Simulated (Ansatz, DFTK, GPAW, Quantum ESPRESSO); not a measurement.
Ta: 4 runs at one level of theory

```xyz
1
Lattice="-1.6513 1.6513 1.6513 1.6513 -1.6513 1.6513 1.6513 1.6513 -1.6513" Properties=species:S:1:pos:R:3 pbc="T T T"
Ta    0.0000    0.0000    0.0000
```

Alike in all runs: task band structure; functional PBEsol; k mesh 11 × 11 × 11; occupations fermi-dirac, width 0.05 eV; no spin polarisation; no spin-orbit coupling. Pressure is positive in compression and, in plane waves, holds the error of the finite cutoff.

| program and potentials | plane-wave cutoff (eV) | notes | pressure (GPa) |
| --- | --- | --- | --- |
| GPAW, PAW data sets generated for this functional | 600 | - | -4.04 |
| DFTK, SPMS 1.0 (PBE) | 816 | potentials made for PBE | -3.79 |
| Quantum ESPRESSO, PseudoDojo 0.4.1 SR PBEsol standard | 789 | - | -4.21 |
| Ansatz, all-electron LAPW, scalar-relativistic | - | - | -4.40 |

The pressure spans -4.40 (Ansatz, all-electron LAPW, scalar-relativistic) to -3.79 GPa (DFTK, SPMS 1.0 (PBE)), with all-electron results at -4.40.

The functional is the same throughout but for its coding, so the spread measures potentials, basis and numerics; runs on potential files found faulty are left out.

All four runs give a negative pressure, so at this volume bcc Ta is under tension and PBEsol would contract the cell. The cell lies close to the experimental one, which suggests a slight underestimate of the lattice constant. This fits the functional's weaker gradient enhancement of exchange, which usually shortens metallic bonds relative to PBE. Tantalum's partly filled 5d band occupies mainly bonding states and makes the lattice stiff, so even a small mismatch in volume produces a stress of several GPa.

The sign is common to every treatment of the core, and the differences between runs are small beside the tension itself. Each potential-based run gives less tension than the all-electron one, with PseudoDojo closest at -4.21 GPa and the PBE-made potentials furthest at -3.79 GPa. The mismatch of functional in the latter may contribute, but the data cannot separate it from the potentials' construction or the remaining basis error. A single volume fixes neither the equilibrium lattice constant nor the bulk modulus.
